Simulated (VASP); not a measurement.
**CaO (Lime): cell size and functional**

How much does the relaxed cell of CaO (Lime) depend on the functional? The starting structure is a measured crystal structure from the Crystallography Open Database. The first relaxation on each setting starts from this cell expanded by 3 % in volume.

Calculated with VASP 6.6.1; Kohn-Sham DFT with plane waves and PAW; PBEsol, LDA, PBE, PBEsol + D3(BJ), r2SCAN and r2SCAN + rVV10.

**1. Set-up**

It takes space group Fm-3m (No. 225, cubic). The conventional cell has a = 4.813 Å, b = 4.813 Å, c = 4.813 Å, α = 90.00°, β = 90.00°, γ = 90.00°. Nearest to Ca lie 6 O at 2.41 Å. Nearest to O lie 6 Ca at 2.41 Å. Farther neighbours and most contacts between anions are not listed.

**2. Relaxation with PBEsol**

PBEsol restores the gradient expansion of exchange and is tuned for the cells of solids. This run starts from the cell of an earlier relaxation, which isn't shown; the restart sets up the plane waves anew.

File INCAR:

```
SYSTEM = CaO
PREC = Accurate
ENCUT = 520
EDIFF = 1E-06
NELM = 100
ISMEAR = 0
SIGMA = 0.03
LREAL = .FALSE.
ALGO = Normal
GGA = PS
NBANDS = 14
LORBIT = 11
LWAVE = .FALSE.
LCHARG = .FALSE.
KPAR = 4
IBRION = 2
NSW = 50
ISIF = 3
EDIFFG = -0.006
```

File POSCAR:

```
CaO
1.0
    0.0000000000      2.3880391546      2.3880391546
    2.3880391546      0.0000000000      2.3880391546
    2.3880391546      2.3880391546      0.0000000000
Ca O
1 1
Direct
    0.0000000000      0.0000000000      0.0000000000
    0.5000000000      0.5000000000      0.5000000000
```

File KPOINTS:

```
Automatic mesh
0
Gamma
8 8 8
0 0 0
```

PAW data sets: Ca_sv and O (PBE family, release 64).

Command:

```sh
> mpirun -np 4 vasp_std
```

Output:

```text
[banner, memory and clock lines left out]
running    4 mpi-ranks, on    1 nodes
 distrk:  each k-point on    1 cores,    4 groups
 distr:  one band on    1 cores,    1 groups

 POSCAR found type information on POSCAR CaO
 POSCAR found :  2 types and       2 ions
|                                                                             |
|               ----> ADVICE to this user running VASP <----                  |
|                                                                             |
|     You enforced a specific xc type in the INCAR file but a different       |
|     [... a line on the potential file left out ...]
|     I HOPE YOU KNOW WHAT YOU ARE DOING!                                     |
|                                                                             |

 LDA part: xc-table for (Slater+PW92), standard interpolation
 POSCAR, INCAR and KPOINTS ok, starting setup
 FFT: planning ... GRIDC
 FFT: planning ... GRID_SOFT
 FFT: planning ... GRID
 WAVECAR not read
 entering main loop
       N       E                     dE             d eps       ncg     rms          rms(c)
DAV:   1     0.128538721078E+03    0.12854E+03   -0.83832E+03   812   0.117E+03
DAV:   2    -0.883125443772E+01   -0.13737E+03   -0.12872E+03   992   0.306E+02
DAV:   3    -0.147593954524E+02   -0.59281E+01   -0.58903E+01   948   0.667E+01
DAV:   4    -0.149298217782E+02   -0.17043E+00   -0.17032E+00  1152   0.995E+00
DAV:   5    -0.149324599541E+02   -0.26382E-02   -0.26378E-02   976   0.103E+00    0.807E+00
DAV:   6    -0.134939522121E+02    0.14385E+01   -0.48959E+00   882   0.223E+01    0.354E+00
DAV:   7    -0.134264813733E+02    0.67471E-01   -0.47237E-01  1008   0.698E+00    0.175E+00
DAV:   8    -0.134115975638E+02    0.14884E-01   -0.69243E-02   984   0.285E+00    0.320E-01
DAV:   9    -0.134108204176E+02    0.77715E-03   -0.76444E-03  1016   0.642E-01    0.116E-01
DAV:  10    -0.134112623206E+02   -0.44190E-03   -0.78594E-04   880   0.369E-01    0.766E-02
DAV:  11    -0.134111936110E+02    0.68710E-04   -0.92788E-05  1026   0.143E-01    0.703E-03
DAV:  12    -0.134111930077E+02    0.60327E-06   -0.13681E-05   924   0.417E-02    0.579E-03
DAV:  13    -0.134111927877E+02    0.22002E-06   -0.11135E-06   638   0.132E-02
   1 F= -.13411193E+02 E0= -.13411193E+02  d E =-.134112E+02
 curvature:   0.00 expect dE= 0.000E+00 dE for cont linesearch  0.000E+00
 trial: gam= 0.00000 g(F)=  0.284E-59 g(S)=  0.297E-06 ort = 0.000E+00 (trialstep = 0.100E+01)
 search vector abs. value=  0.297E-06
 reached required accuracy - stopping structural energy minimisation
```

Wall time 2.8 s (4 MPI ranks of Intel Xeon 6975P-C (Granite Rapids), shared host); peak memory 0.6 GiB.

Lines that name or quote the potential files are left out of all logs, and their timing lines are given in words.

From OUTCAR (step 2):

```text
ion  position               nearest neighbor table
   1  0.000  0.000  0.000-   2 2.39   2 2.39   2 2.39   2 2.39   2 2.39   2 2.39
   2  0.500  0.500  0.500-   1 2.39   1 2.39   1 2.39   1 2.39   1 2.39   1 2.39

  LATTYP: Found a face centered cubic cell.
 ALAT       =     4.7760783092

 Subroutine GETGRP returns: Found 48 space group operations
 (whereof 48 operations were pure point group operations)

The static configuration has the point symmetry O_h .

 Found     29 irreducible k-points:

   k-points           NKPTS =     29   k-points in BZ     NKDIM =     29   number of bands    NBANDS=     14

   dimension x,y,z NGX =    28 NGY =   28 NGZ =   28
   dimension x,y,z NGXF=    56 NGYF=   56 NGZF=   56

   ENCUT  =  520.0 eV  38.22 Ry    6.18 a.u.   6.28  6.28  6.28*2*pi/ulx,y,z

   NELECT =      16.0000    total number of electrons

 k-points in reciprocal lattice and weights: Automatic mesh
   0.00000000  0.00000000  0.00000000       0.002
   0.12500000  0.00000000  0.00000000       0.016
   0.25000000  0.00000000  0.00000000       0.016
   0.37500000  0.00000000  0.00000000       0.016
   0.50000000  0.00000000  0.00000000       0.008
   0.12500000  0.12500000  0.00000000       0.012
   0.25000000  0.12500000  0.00000000       0.047
   0.37500000  0.12500000  0.00000000       0.047
   0.50000000  0.12500000  0.00000000       0.047
[...]
-0.37500000  0.50000000  0.12500000       0.023
  -0.25000000  0.50000000  0.25000000       0.012

 average (electrostatic) potential at core
       1 -43.6098       2 -70.1335

 E-fermi :   2.5046

 k-point     1 :       0.0000    0.0000    0.0000
  band No.  band energies     occupation
    ...
      4     -15.8334      2.00000
      5     -13.1784      2.00000
      6       2.3029      2.00000
      7       2.3029      2.00000
      8       2.3029      2.00000
      9       7.0207      0.00000
     10       8.5400      0.00000
     11       8.5400      0.00000
     12       8.5400      0.00000
     13      10.1112      0.00000
    ...

 k-point     2 :       0.1250    0.0000    0.0000
  band No.  band energies     occupation
    ...
      4     -15.8420      2.00000
      5     -12.9238      2.00000
      6       1.7464      2.00000
      7       2.0813      2.00000
      8       2.0813      2.00000
      9       7.7171      0.00000
     10       8.4935      0.00000
     11       8.8160      0.00000
     12       8.8160      0.00000
     13      10.4966      0.00000
    ...

 k-point     3 :       0.2500    0.0000    0.0000
  band No.  band energies     occupation
    ...
      4     -15.8627      2.00000
      5     -12.4246      2.00000
      6       0.7086      2.00000
      7       1.6088      2.00000
      8       1.6088      2.00000
      9       8.5523      0.00000
     10       9.1983      0.00000
     11       9.5419      0.00000
     12       9.5419      0.00000
     13      11.4223      0.00000
    ...

  Total       -0.0020249     -0.0020249     -0.0020249      0.0000000      0.0000000     -0.0000000
  in kB       -0.1191104     -0.1191104     -0.1191104      0.0000000      0.0000000     -0.0000000
  external PRESSURE =      -0.1191104 kB  Pullay stress =       0.0000000 kB

  energy-cutoff  :      520.00
  volume of cell :       27.24
      direct lattice vectors                 reciprocal lattice vectors
     0.000000000  2.388039155  2.388039155    -0.209376801  0.209376801  0.209376801
     2.388039155  0.000000000  2.388039155     0.209376801 -0.209376801  0.209376801
     2.388039155  2.388039155  0.000000000     0.209376801  0.209376801 -0.209376801

 POSITION                                       TOTAL-FORCE (eV/Angst)
 -----------------------------------------------------------------------------------
      0.00000      0.00000      0.00000         0.000000      0.000000     -0.000000
      2.38804      2.38804      2.38804        -0.000000     -0.000000      0.000000
 -----------------------------------------------------------------------------------
    total drift:                                0.000000      0.000000      0.000000

  FREE ENERGIE OF THE ION-ELECTRON SYSTEM (eV)
  ---------------------------------------------------
  free  energy   TOTEN  =       -13.4111927877 eV

  energy  without entropy=      -13.4111927877  energy(sigma->0) =      -13.41119279

 reached required accuracy - stopping structural energy minimisation

 total charge
# of ion       s       p       d       tot
------------------------------------------
    1        2.043   5.882   0.313   8.238
    2        1.546   3.438   0.000   4.984
--------------------------------------------------
tot          3.589   9.320   0.313  13.222

[... 3 further parts left out ...]
```

CONTCAR:

```
CaO
   1.00000000000000
     0.0000000000000000    2.3880391545999999    2.3880391545999999
     2.3880391545999999    0.0000000000000000    2.3880391545999999
     2.3880391545999999    2.3880391545999999    0.0000000000000000
  Ca              O
     1     1
Direct
     0.0000000000000000    0.0000000000000000    0.0000000000000000
     0.5000000000000000    0.5000000000000000    0.5000000000000000
```

The PAW data sets were made with PBE, which is usual practice but a small mismatch for other functionals. The run keeps the 48 symmetry operations of its start, so it cannot find a distortion of lower symmetry.

With PBEsol the relaxed cell holds 13.618 Å³ an atom, -2.28 % against the measured cell, with a = 4.776 Å.

**3. Relaxation with LDA**

LDA, the lowest rung, knows the local density alone. This run starts from the cell of an earlier relaxation, which isn't shown; the restart sets up the plane waves anew.

Changes to INCAR since step 2:

```diff
@@ -9,3 +9,3 @@
 ALGO = Normal
-GGA = PS
+GGA = CA
 NBANDS = 14
```

File POSCAR:

```
CaO
1.0
    0.0000000000      2.3596299037      2.3596299037
    2.3596299037      0.0000000000      2.3596299037
    2.3596299037      2.3596299037      0.0000000000
Ca O
1 1
Direct
    0.0000000000      0.0000000000      0.0000000000
    0.5000000000      0.5000000000      0.5000000000
```

KPOINTS is that of step 2.

Potentials, in the order of the species: Ca_sv and O (LDA family, release 64).

Command:

```sh
> mpirun -np 4 vasp_std
```

Output:

```text
[banner, memory and clock lines left out]
running    4 mpi-ranks, on    1 nodes
[...]
LDA part: xc-table for (Slater(with rela. corr.)+CA(PZ))
 , standard interpolation
 POSCAR, INCAR and KPOINTS ok, starting setup
[...]
entering main loop
       N       E                     dE             d eps       ncg     rms          rms(c)
DAV:   1     0.123175853392E+03    0.12318E+03   -0.86903E+03   820   0.118E+03
DAV:   2    -0.105312782012E+02   -0.13371E+03   -0.12525E+03  1036   0.306E+02
DAV:   3    -0.157840562750E+02   -0.52528E+01   -0.52214E+01   902   0.629E+01
DAV:   4    -0.159345497333E+02   -0.15049E+00   -0.15038E+00  1192   0.929E+00
[...]
DAV:  10    -0.142211473509E+02   -0.15340E-03   -0.34475E-04   962   0.223E-01    0.420E-02
DAV:  11    -0.142211201168E+02    0.27234E-04   -0.50461E-05  1136   0.833E-02    0.631E-03
DAV:  12    -0.142211197482E+02    0.36861E-06   -0.40863E-06   878   0.209E-02
   1 F= -.14221120E+02 E0= -.14221120E+02  d E =-.142211E+02
[...]
reached required accuracy - stopping structural energy minimisation
```

Wall time 2.4 s (4 MPI ranks); peak memory 0.53 GiB; 7.3 s of CPU time.

OUTCAR, selected parts (step 3):

```text
  Total        0.0008292      0.0008292      0.0008292      0.0000000      0.0000000     -0.0000000
  in kB        0.0505596      0.0505596      0.0505596      0.0000000      0.0000000     -0.0000000
  external PRESSURE =       0.0505596 kB  Pullay stress =       0.0000000 kB

 POSITION                                       TOTAL-FORCE (eV/Angst)
 -----------------------------------------------------------------------------------
      0.00000      0.00000      0.00000        -0.000000     -0.000000      0.000000
      2.35963      2.35963      2.35963         0.000000      0.000000     -0.000000
 -----------------------------------------------------------------------------------
    total drift:                                0.000000      0.000000      0.000000

  FREE ENERGIE OF THE ION-ELECTRON SYSTEM (eV)
  ---------------------------------------------------
  free  energy   TOTEN  =       -14.2211197482 eV

  energy  without entropy=      -14.2211197482  energy(sigma->0) =      -14.22111975

[... 2 parts as in an earlier step ...]

[... 2 further parts left out ...]
[key lines of the parts left out:]
E-fermi :   2.5617
```

With LDA the relaxed cell holds 13.138 Å³ an atom, -5.73 % against the measured cell, with a = 4.719 Å. That is -3.53 % from PBEsol.

**4. Relaxation with PBE**

PBE, the usual starting point, adds the gradient of the density.

Changes to INCAR since step 3:

```diff
@@ -9,3 +9,3 @@
 ALGO = Normal
-GGA = CA
+GGA = PE
 NBANDS = 14
```

File POSCAR:

```
CaO
1.0
    0.0000000000      2.4303282823      2.4303282823
    2.4303282823      0.0000000000      2.4303282823
    2.4303282823      2.4303282823      0.0000000000
Ca O
1 1
Direct
    0.0000000000      0.0000000000      0.0000000000
    0.5000000000      0.5000000000      0.5000000000
```

KPOINTS is that of step 3.

Potentials, in the order of the species: Ca_sv and O (PBE family, release 64).

Command:

```sh
> mpirun -np 4 vasp_std
```

Output:

```text
[banner, memory and clock lines left out]
running    4 mpi-ranks, on    1 nodes
[...]
LDA part: xc-table for (Slater+PW92), standard interpolation
 POSCAR, INCAR and KPOINTS ok, starting setup
[...]
entering main loop
       N       E                     dE             d eps       ncg     rms          rms(c)
DAV:   1     0.124693550837E+03    0.12469E+03   -0.83003E+03   812   0.116E+03
DAV:   2    -0.876943978194E+01   -0.13346E+03   -0.12497E+03  1028   0.306E+02
DAV:   3    -0.143113118051E+02   -0.55419E+01   -0.55012E+01   896   0.640E+01
DAV:   4    -0.145136921441E+02   -0.20238E+00   -0.20225E+00  1218   0.103E+01
[...]
DAV:  11    -0.128043935879E+02    0.60442E-04   -0.12631E-04  1144   0.132E-01    0.680E-03
DAV:  12    -0.128043945672E+02   -0.97938E-06   -0.14987E-05   856   0.342E-02    0.618E-03
DAV:  13    -0.128043940360E+02    0.53122E-06   -0.18336E-06   858   0.131E-02
   1 F= -.12804394E+02 E0= -.12804394E+02  d E =-.128044E+02
[... from here on, the cycles between the ionic steps are left out ...]
   2 F= -.12805831E+02 E0= -.12805831E+02  d E =-.143684E-02
   3 F= -.12806000E+02 E0= -.12806000E+02  d E =-.160623E-02
   4 F= -.12806004E+02 E0= -.12806004E+02  d E =-.161044E-02
[...]
reached required accuracy - stopping structural energy minimisation
```

Run time: 7.2 s. Hardware: 4 MPI ranks; peak memory 0.63 GiB.

From OUTCAR (step 4):

```text
  Total       -0.0099314     -0.0099314     -0.0099314      0.0000000     -0.0000000     -0.0000000
  in kB       -0.5611077     -0.5611077     -0.5611077      0.0000000     -0.0000000     -0.0000000
  external PRESSURE =      -0.5611077 kB  Pullay stress =       0.0000000 kB

 POSITION                                       TOTAL-FORCE (eV/Angst)
 -----------------------------------------------------------------------------------
      0.00000      0.00000      0.00000        -0.000000      0.000000     -0.000000
      2.42037      2.42037      2.42037         0.000000     -0.000000      0.000000
 -----------------------------------------------------------------------------------
    total drift:                                0.000000      0.000000      0.000000

  FREE ENERGIE OF THE ION-ELECTRON SYSTEM (eV)
  ---------------------------------------------------
  free  energy   TOTEN  =       -12.8060044726 eV

  energy  without entropy=      -12.8060044726  energy(sigma->0) =      -12.80600447

[... 2 parts as in an earlier step ...]

[... 2 further parts left out ...]
[key lines of the parts left out:]
E-fermi :   2.4218
```

With PBE the relaxed cell holds 14.179 Å³ an atom, +1.74 % against the measured cell, with a = 4.841 Å. That is +4.12 % from PBEsol.

**5. Relaxation with PBEsol + D3(BJ)**

D3 with Becke-Johnson damping keeps a finite attraction at short range. This run starts from the cell of an earlier relaxation, which isn't shown; the restart sets up the plane waves anew.

Changes to INCAR since step 4:

```diff
@@ -9,3 +9,4 @@
 ALGO = Normal
-GGA = PE
+GGA = PS
+IVDW = 12
 NBANDS = 14
```

File POSCAR:

```
CaO
1.0
    0.0000000000      2.3656579666      2.3656579666
    2.3656579666      0.0000000000      2.3656579666
    2.3656579666      2.3656579666      0.0000000000
Ca O
1 1
Direct
    0.0000000000      0.0000000000      0.0000000000
    0.5000000000      0.5000000000      0.5000000000
```

KPOINTS is that of step 4.

Command:

```sh
> mpirun -np 4 vasp_std
```

Output:

```text
[banner, memory and clock lines left out]
running    4 mpi-ranks, on    1 nodes
[...]
[... a notice as in an earlier step ...]

 LDA part: xc-table for (Slater+PW92), standard interpolation
 POSCAR, INCAR and KPOINTS ok, starting setup
[...]
entering main loop
       N       E                     dE             d eps       ncg     rms          rms(c)
DAV:   1     0.127235890956E+03    0.12724E+03   -0.85014E+03   812   0.118E+03
DAV:   2    -0.954571617585E+01   -0.13678E+03   -0.12632E+03  1032   0.305E+02
DAV:   3    -0.147958431124E+02   -0.52501E+01   -0.52169E+01   896   0.626E+01
DAV:   4    -0.149301617606E+02   -0.13432E+00   -0.13422E+00  1198   0.914E+00
[...]
DAV:  11    -0.134023178117E+02    0.61913E-04   -0.90490E-05  1052   0.139E-01    0.592E-03
DAV:  12    -0.134023173811E+02    0.43065E-06   -0.11418E-05   914   0.376E-02    0.523E-03
DAV:  13    -0.134023171017E+02    0.27933E-06   -0.86191E-07   524   0.118E-02
   1 F= -.13955494E+02 E0= -.13955494E+02  d E =-.139555E+02
[...]
reached required accuracy - stopping structural energy minimisation
```

Run time: 2.8 s. Hardware: 4 MPI ranks; peak memory 0.63 GiB.

Parts of OUTCAR (step 5):

```text
 Edisp (eV)   -0.55318

  Total       0.00077     0.00077     0.00077     0.00000     0.00000     0.00000
  in kB       0.04679     0.04679     0.04679     0.00000     0.00000     0.00000
  external pressure =        0.05 kB  Pullay stress =        0.00 kB

 POSITION                                       TOTAL-FORCE (eV/Angst)
 -----------------------------------------------------------------------------------
      0.00000      0.00000      0.00000        -0.000000      0.000000     -0.000000
      2.36566      2.36566      2.36566         0.000000      0.000000      0.000000
 -----------------------------------------------------------------------------------
    total drift:                                0.000000      0.000000      0.000000

  FREE ENERGIE OF THE ION-ELECTRON SYSTEM (eV)
  ---------------------------------------------------
  free  energy   TOTEN  =       -13.9554943577 eV

  energy  without entropy=      -13.9554943577  energy(sigma->0) =      -13.95549436

[... 2 parts as in an earlier step ...]

[... 2 further parts left out ...]
[key lines of the parts left out:]
E-fermi :   2.6294
```

With PBEsol + D3(BJ) the relaxed cell holds 13.239 Å³ an atom, -5.01 % against the measured cell, with a = 4.731 Å. That is -2.79 % from PBEsol.

(Continued in part 2 of 2.)

[Lines on the potential files, build, host, timing and source positions are cut from VASP's logs without a mark.]

[Logs are printed without paths, hosts, clocks, repeated set-up lines and the standing remarks that a program may print on its own settings, such as how far it seeks lower states.]

[Hosts, paths, dates, database ids (printed as entryN), source tags and the programs' standing remarks are cut or masked in the printed files.]
